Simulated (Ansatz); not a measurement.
Crystal: Cr.

```
Cr
1.0
     2.71400    0.00000    0.00000
    -1.35700    2.35039    0.00000
     0.00000    0.00000    4.41000
Cr
2
Cartesian
  1.3570 0.7835 3.3075
  0.0000 1.5669 1.1025
```

This isn't the form of Cr at room conditions, which is bcc.

Alike in all runs: program Ansatz 0.2.0; functional PBEsol; potentials or basis Ansatz PAW; cutoff 420 eV (not typed: the program's choice for these potentials); k mesh 9 × 9 × 5; occupations fermi-dirac, width 0.05 eV.

The same cell was started in several ways:

```tsv
start	free energy over the lowest (meV/atom)	net moment (μB)	site or absolute moments (μB)	gap
collinear spin, ferromagnetic start of up to 3.75 μB; fixed moment 7.5	1091.3	7.50	Cr +3.33	-
collinear spin, ferromagnetic start of up to 1.5 μB; fixed moment 3	30.4	3.00	Cr +1.37	-
collinear spin, ferromagnetic start of up to 4.5 μB; fixed moment 9	1840.0	9.00	Cr +3.91	-
collinear spin, program default start; fixed moment 0	5.0	0.00	-	-
collinear spin, ferromagnetic start of up to 6 μB; fixed moment 12	5582.3	12.00	Cr +4.85	-
collinear spin, ferromagnetic start of up to 3 μB; fixed moment 6	573.2	6.00	Cr +2.70	-
collinear spin, ferromagnetic start of up to 0.75 μB; fixed moment 1.5	0.0	1.50	Cr +0.69	-
collinear spin, ferromagnetic start of up to 2.25 μB; fixed moment 4.5	188.9	4.50	Cr +2.06	-
```

All polarised runs hold their moment fixed, so the table maps the energy against it. A still lower state may exist.

Caveats: the cell is far from rest, so the order of the states can change on relaxing; the total moment is fixed, so each spin has its own Fermi level.
